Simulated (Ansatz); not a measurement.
Wanted: the native input for an Ansatz 0.2.0 run.

```
Task                : relaxation of the atoms
Functional          : PBE
Potentials or basis : Ansatz PAW
Cutoff              : 420 eV (not typed: the program's choice for these potentials)
k mesh              : 5 × 5 × 3
Occupations         : fermi-dirac, width 0.05 eV
Spin                : no spin polarisation
```

The system is Si2W.

```
W Si
1.0
     4.70919    0.00000    0.00000
    -2.35459    4.07828    0.00000
     0.00000    0.00000    6.65322
W Si
3 6
Direct
  0.50000 0.00000 0.50000
  0.50000 0.50000 0.83333
  0.00000 0.50000 0.16667
  0.32725 0.16363 0.16667
  0.83637 0.16363 0.83333
  0.16363 0.32725 0.50000
  0.67275 0.83637 0.16667
  0.16363 0.83637 0.83333
  0.83637 0.67275 0.50000
```

Measurements of this composition are mostly on another form, of space group No. 139.

The cell isn't the ideal one: strained by +2 %.

These files were run (other wordings do the same):

input.yaml

```yaml
crystal:
  lattice:
    - [4.7091894297, 0.0, 0.0]
    - [-2.3545947149, 4.0782776774, 0.0]
    - [0.0, 0.0, 6.653222]
  atoms:
    - { symbol: W, position: [0.5, 0.0, 0.5] }
    - { symbol: W, position: [0.5, 0.5, 0.8333333333] }
    - { symbol: W, position: [0.0, 0.5, 0.1666666667] }
    - { symbol: Si, position: [0.327252, 0.163626, 0.1666666667] }
    - { symbol: Si, position: [0.836374, 0.163626, 0.8333333333] }
    - { symbol: Si, position: [0.163626, 0.327252, 0.5] }
    - { symbol: Si, position: [0.672748, 0.836374, 0.1666666667] }
    - { symbol: Si, position: [0.163626, 0.836374, 0.8333333333] }
    - { symbol: Si, position: [0.836374, 0.672748, 0.5] }
hamiltonian:
  xc: pbe
  pseudopotentials: { kind: paw }
kpoints:
  mp_grid: { grid: [5, 5, 3] }
scf:
  occupations: { method: fermi_dirac, width: 0.05 }
output:
  forces: true
  stress: true
  eigenvalues: true
  write_density: true
  write_potential: true
  elf: true
  volumetric_format: npy
relax:
  f_tol: 0.01
  max_steps: 40
```

Potentials or basis: Ansatz PAW.

The run is started by

```console
$ ansatz run input.yaml --threads 4 --pin off --max-ram 11264MiB --backend cpu --events-out ev --progress --plain --runs-dir out
```

It gave:

```json
{
 "Energy gained by relaxing": "0.0 meV/atom",
 "Ionic steps": "2",
 "Pressure after relaxing": "-8.1 GPa",
 "Band gap on the k mesh": "0.30 eV, indirect (least direct gap 0.78 eV)"
}
```

Caveat: odd divisions of the mesh miss points on the zone boundary, where band edges often lie, so the gap on the mesh can be too wide; spin-orbit coupling is left out, which moves the levels of the heavy elements; the thresholds are loose for stress.

Run time: 3.8 s on 4 threads of Arm Neoverse V1, on a shared host, peak memory 0.43 GiB.
